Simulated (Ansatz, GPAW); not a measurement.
## A script for ZnF₂ (GLLB-SC)

These are simulated results from GPAW 26.7.0, not measurements. The cell began as a measured structure and was relaxed with r2SCAN in plane waves (Ansatz 0.2.0). All runs are without spin polarisation.

Space group P4_2/mnm (No. 136), tetragonal; conventional cell a = 4.703 Å, c = 3.127 Å, 11.53 Å³ an atom. Zn has 6 F at 2.02–2.04 Å; F has 3 Zn at 2.02–2.04 Å.

GLLB-SC is a model potential. Its fundamental gap is the Kohn-Sham gap plus a derivative discontinuity, which the script evaluates at the band edges among the listed k points. Its total energy isn't variational and serves nothing here.

run.py reads:

```python
import json
from ase import Atoms
from gpaw import GPAW, PW, FermiDirac

atoms = Atoms(['Zn', 'Zn', 'F', 'F', 'F', 'F'],
              cell=[[4.70336225, 0.0, 0.0], [0.0, 4.70336225, 0.0], [0.0, 0.0, 3.12678825]],
              scaled_positions=[[0.0, 0.0, 0.0], [0.5, 0.5, 0.5], [0.303190551, 0.303190551, 0.0], [0.196809449, 0.803190551, 0.5], [0.696809449, 0.696809449, 0.0], [0.803190551, 0.196809449, 0.5]],
              pbc=True)
calc = GPAW(mode=PW(400), xc='GLLBSC', kpts={'size': (4, 4, 6), 'gamma': True},
            occupations=FermiDirac(0.02), maxiter=100, legacy_gpaw=True, txt='gpaw.txt')
atoms.calc = calc
res = {'energy': atoms.get_potential_energy(force_consistent=True)}
res['electrons'] = calc.get_number_of_electrons()
res['k'] = calc.get_ibz_k_points().tolist()
res['levels'] = [calc.get_eigenvalues(kpt=i).tolist() for i in range(len(res['k']))]
points = [[0.0, 0.0, 0.0], [0.0, 0.5, 0.0], [0.5, 0.5, 0.0], [0.0, 0.0, 0.5], [0.0, 0.5, 0.5], [0.5, 0.5, 0.5]]
bands = calc.fixed_density(kpts=points, symmetry='off', nbands=round(res['electrons']) // 2 + 6, convergence={'bands': -2}, txt='bands.txt')
res['points'] = [bands.get_eigenvalues(kpt=i).tolist() for i in range(len(points))]
homo, lumo = bands.get_homo_lumo()
potential = calc.hamiltonian.xc.response.calculate_discontinuity_potential(homo, lumo)
res['discontinuity'] = bands.hamiltonian.xc.response.calculate_discontinuity(potential)
json.dump(res, open('results.json', 'w'))
print('free energy (eV):', round(res['energy'], 5))
```

Command: `python run.py`. It took 43 s on 1 thread of Intel(R) Xeon(R) Platinum 8259CL CPU @ 2.50GHz (Skylake/Cascade Lake), with other jobs on the host, peak memory 0.19 GiB.

The log gpaw.txt, trimmed of paths, versions and times, then the last line on the terminal. An iter line gives the energy in eV and the logarithms of the changes of orbitals (plane waves alone) and density (c: converged):

```
___ ___ ___ _ _ _
 |   |   |_  | | | |

 | | | | | . | | | |

 |__ |  _|___|_____|  26.7.0
 |___|_|

Input parameters:
  kpts: {gamma: True,
         size: (4, 4, 6)}
  maxiter: 100
  mode: {ecut: 400.0,
         name: pw}
  occupations: {fixmagmom: False,
                name: fermi-dirac,
                width: 0.02}
  xc: GLLBSC

System changes: positions, numbers, cell, pbc, initial_charges, initial_magmoms

Initialize ...

species:
  Zn:
    name:    Zinc
    Z:       30.0
    valence: 12
    core:    18
    charge:  0.0  # [|e|]
    compensation charges:
      type: gauss
      rc: 0.37  # [Å]
      lmax: 2
    cutoffs:
      filter: 2.14  # [Å]
      core: 2.23  # [Å]
    projectors
    | kind |    occ | energy [eV] | rcut [Å] |

    |------|--------|-------------|----------|

    |   4s |  2.000 |      -8.797 |    1.286 |

    |   4p |  0.000 |      -3.452 |    1.270 |

    |   3d | 10.000 |     -13.837 |    1.180 |

    |    s |        |      18.415 |    1.286 |

    |    p |        |      23.759 |    1.270 |

    |    d |        |      13.374 |    1.180 |

    Using partial waves for Zn as LCAO basis

  F:
    name:    Fluorine
    Z:       9.0
    valence: 7
    core:    2
    charge:  0.0  # [|e|]
    compensation charges:
      type: gauss
      rc: 0.20  # [Å]
      lmax: 2
    cutoffs:
      filter: 1.14  # [Å]
      core: 0.74  # [Å]
    projectors
    | kind |    occ | energy [eV] | rcut [Å] |

    |------|--------|-------------|----------|

    |   2s |  2.000 |     -36.122 |    0.635 |

    |   2p |  5.000 |     -16.598 |    0.635 |

    |    s |        |      -8.911 |    0.635 |

    |    p |        |      10.613 |    0.635 |

    |    d |        |       0.000 |    0.635 |

    Using partial waves for F as LCAO basis

Reference energy: -108466.671415  # eV

Spin-paired calculation

Convergence criteria:
 Maximum [total energy] change in last 3 cyles: 0.0005 eV / valence electron
 Maximum integral of absolute [dens]ity change: 0.0001 electrons / valence electron
 Maximum integral of absolute [eigenst]ate change: 4e-08 eV^2 / valence electron
 Maximum number of scf [iter]ations: 100
 (Square brackets indicate name in SCF output, whereas a 'c' in
 the SCF output indicates the quantity has converged.)

Symmetries present (total): 8

  ( 1  0  0)  ( 1  0  0)  ( 0  1  0)  ( 0  1  0)  ( 0 -1  0)  ( 0 -1  0)
  ( 0  1  0)  ( 0  1  0)  ( 1  0  0)  ( 1  0  0)  (-1  0  0)  (-1  0  0)
  ( 0  0  1)  ( 0  0 -1)  ( 0  0  1)  ( 0  0 -1)  ( 0  0  1)  ( 0  0 -1)

  (-1  0  0)  (-1  0  0)
  ( 0 -1  0)  ( 0 -1  0)
  ( 0  0  1)  ( 0  0 -1)

96 k-points: 4 x 4 x 6 Monkhorst-Pack grid + [1/8,1/8,1/12]
28 k-points in the irreducible part of the Brillouin zone
       k-points in crystal coordinates                weights
   0:     0.00000000    0.00000000    0.00000000          1/96
   1:     0.00000000    0.00000000    0.16666667          2/96
   2:     0.00000000    0.00000000    0.33333333          2/96
   3:     0.00000000    0.00000000    0.50000000          1/96
   4:     0.25000000   -0.25000000    0.00000000          2/96
   5:     0.25000000   -0.25000000    0.16666667          4/96
   6:     0.25000000   -0.25000000    0.33333333          4/96
   7:     0.25000000   -0.25000000    0.50000000          2/96
   8:     0.25000000    0.00000000    0.00000000          4/96
   9:     0.25000000    0.00000000    0.16666667          8/96
          ...
  27:     0.50000000    0.50000000    0.50000000          1/96

Wave functions: Plane wave expansion
  Cutoff energy: 400.000 eV
  Number of coefficients (min, max): 1235, 1282
  Pulay-stress correction: 0.000000 eV/Ang^3 (de/decut=0.000000)
  Using FFTW library
  ScaLapack parameters: grid=1x1, blocksize=None
  Wavefunction extrapolation:
    Improved wavefunction reuse through dual PAW basis

Occupation numbers: Fermi-Dirac:
  width: 0.0200  # eV

Eigensolver
   Davidson(niter=2)

Densities:
  Coarse grid: 24*24*15 grid
  Fine grid: 48*48*30 grid
  Total Charge: 0.000000

Density mixing:
  Method: separate
  Backend: msr1
  Linear mixing parameter: 0.05
  old densities: 10
  Width of damping distribution: 1.1
  Damping of long wavelength oscillations: 20

Hamiltonian:
  XC and Coulomb potentials evaluated on a 48*48*30 grid
  Using the GLLBSC Exchange-Correlation functional
  External potential:
    NoExternalPotential

XC parameters: GLLBSC functional being used consists of
  -----------------------------------------------------------------------
  | Weight | Module     | Description                                   |

  -----------------------------------------------------------------------
  |  1.000 | SCREENING  | GGA_X_PBE_SOL with 2 nearest neighbor stencil |

  |  1.000 | RESPONSE   | eps=0.0500 eV                                 |

  |  1.000 | XC         | GGA_C_PBE_SOL with 2 nearest neighbor stencil |

  -----------------------------------------------------------------------

Memory estimate:
  Process memory now: 115.71 MiB
  Calculator: 32.96 MiB
    Density: 4.70 MiB
      Arrays: 1.71 MiB
      Localized functions: 1.67 MiB
      Mixer: 1.32 MiB
    Hamiltonian: 1.16 MiB
      Arrays: 1.12 MiB
      XC: 0.00 MiB
      Poisson: 0.00 MiB
      vbar: 0.04 MiB
    Wavefunctions: 27.10 MiB
      Arrays psit_nG: 18.62 MiB
      Eigensolver: 0.94 MiB
      Projections: 1.28 MiB
      Projectors: 5.38 MiB
      PW-descriptor: 0.88 MiB

Total number of cores used: 1

Number of atoms: 6
Number of atomic orbitals: 34
Number of bands in calculation: 34
Number of valence electrons: 52
Bands to converge: occupied

... initialized

Initializing position-dependent things.

Density initialized from atomic densities
Creating initial wave functions:
  34 bands from LCAO basis set

    .-----------.
   /|           |

  / |           |

 *  | F  Zn     |

 |  .------F----.
 | /       F   /
 |/   F       /
 Zn----------*
Positions:
   0 Zn     0.000000    0.000000    0.000000    ( 0.0000,  0.0000,  0.0000)
   1 Zn     2.351681    2.351681    1.563394    ( 0.0000,  0.0000,  0.0000)
   2 F      1.426015    1.426015    0.000000    ( 0.0000,  0.0000,  0.0000)
   3 F      0.925666    3.777696    1.563394    ( 0.0000,  0.0000,  0.0000)
   4 F      3.277347    3.277347    0.000000    ( 0.0000,  0.0000,  0.0000)
   5 F      3.777696    0.925666    1.563394    ( 0.0000,  0.0000,  0.0000)

Unit cell:
           periodic     x           y           z      points  spacing
  1. axis:    yes    4.703362    0.000000    0.000000    24     0.1960
  2. axis:    yes    0.000000    4.703362    0.000000    24     0.1960
  3. axis:    yes    0.000000    0.000000    3.126788    15     0.2085

  Lengths:   4.703362   4.703362   3.126788
  Angles:   90.000000  90.000000  90.000000

Effective grid spacing dv^(1/3) = 0.2000

iter:   1   -26.961686
iter:   2   -24.760053   -0.85  -1.10
iter:   3   -25.259407   -0.05  -1.12
iter:   4   -17.170961   -0.25  -1.23
iter:   5   -18.644868   -1.49  -1.42
iter:   6   -16.587607   -1.70  -1.63
iter:   7   -18.476933   -2.07  -1.64
iter:   8   -18.245801   -3.73  -2.26
iter:   9   -18.096208   -3.32  -2.70
iter:  10   -18.145786   -5.29  -2.97
iter:  11   -18.180826   -5.12  -3.44
iter:  12   -18.169672   -5.71  -3.70
iter:  13   -18.166371c  -6.38  -4.29c
iter:  14   -18.167442c  -7.28  -4.43c
iter:  15   -18.168152c  -7.80c -4.98c

Converged after 15 iterations.

Energy contributions relative to reference atoms: (reference = -108466.671415)

Kinetic:        +92.173086
Potential:      -74.879805
External:        +0.000000
XC:             -36.625601
Entropy (-ST):   -0.000000
Local:           +1.164169
SIC:             +0.000000
--------------------------
Free energy:    -18.168152
Extrapolated:   -18.168152

GLLBSC response reference energy: -2.85520 eV (from HOMO)

Showing only first 2 kpts
 Kpt  Band  Eigenvalues  Occupancy
  0    24     -3.16358    2.00000
  0    25     -2.85546    2.00000
  0    26      1.91654    0.00000
  0    27      7.51199    0.00000

  1    24     -3.46733    2.00000
  1    25     -3.04946    2.00000
  1    26      2.73108    0.00000
  1    27      7.61159    0.00000

Fermi level: 1.53510

Gap: 4.772 eV
Transition (v -> c):
  (s=0, k=0, n=25, [0.00, 0.00, 0.00]) -> (s=0, k=0, n=26, [0.00, 0.00, 0.00])
No difference between direct/indirect transitions

free energy (eV): -18.16815
```

The gap in the log is over the mesh alone; results.json adds the listed points. GLLB-SC gives a gap of 6.66 eV (4.772 eV Kohn-Sham over the listed points plus 1.891 eV discontinuity). On the same cell, plane-wave PBE (Ansatz, 6×6×8 k points and the special points) gives a gap of 3.58 eV and r2SCAN a gap of 4.28 eV; on shared hosts these took about 7.2 and 17 core-seconds on the 6-atom cell, against 43 for the script. Semilocal gaps usually lie below measured ones.
